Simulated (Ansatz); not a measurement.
An elastic constant from a strain scan in AgCl

Theory: DFT r2SCAN, scalar-relativistic, plane waves, PAW (Ansatz 0.2.0). The runs took a 500 eV cutoff, a Γ-centred 8×8×8 mesh and Gaussian smearing (0.05 eV). No spin polarisation. Energies are free energies at this smearing, counted from the undisturbed cell; pressure is positive in compression.

The starting cell (as given, not relaxed at this level; it stands at 0.0 GPa):

```yaml
crystal:
  lattice:
    - [0.00000, 2.77315, 2.77315]
    - [2.77315, 0.00000, 2.77315]
    - [2.77315, 2.77315, 0.00000]
  atoms:
    - { symbol: Ag, position: [0.50000, 0.50000, 0.50000] }
    - { symbol: Cl, position: [0.00000, 0.00000, 0.00000] }
```

The cell is strained by ε times the Voigt pattern (0, 0, 0, 1, 0, 0) (xx, yy, zz, yz, xz, xy; engineering shear) with fractional coordinates fixed. The cell holds 2 atoms in V0 = 42.65 Å³. The stress column is τ = (1/V0) dE/dε, got from the stress tensor σ (compression positive) at each point as −det(1 + εP) σ : P(1 + εP)⁻¹, with P the pattern as a tensor.

```csv
ε,ΔE (meV/atom),τ (GPa)
-0.0350,0.463,-0.199
-0.0300,0.339,-0.170
-0.0250,0.236,-0.142
-0.0200,0.151,-0.113
-0.0150,0.085,-0.085
-0.0100,0.039,-0.056
-0.0050,0.011,-0.028
0.0000,0.000,0.000
0.0050,0.011,0.028
0.0100,0.039,0.056
0.0150,0.085,0.085
0.0200,0.151,0.113
0.0250,0.236,0.142
0.0300,0.339,0.170
0.0350,0.463,0.199
0.0400,?,?
```

Problem. Which combination of elastic constants does this scan measure, and how large is it?

Solution. For small ε, τ = τ0 + Kε with K = pᵀCp, which for this pattern is C44 in the cubic axes. The parabola through τ at ε = -0.0050, 0 and 0.0050 has slope K = 5.6 GPa at zero. The energies per cell, E = NΔE, of the wider pair ε = ±0.0300 give K = 2[E(ε₊)/ε₊ − E(ε₋)/ε₋]/[(ε₊ − ε₋)V0] = 5.7 GPa, in agreement.

Problem. Predict the withheld row at ε = 0.0400 from the harmonic law, and compare.

Solution. ΔE = V0(τ0 ε + Kε²/2)/N = 0.600 meV/atom and τ = 0.23 GPa. The calculation gives 0.605 meV/atom and 0.23 GPa, a miss of 0.01 meV/atom at most, so the harmonic law still holds here.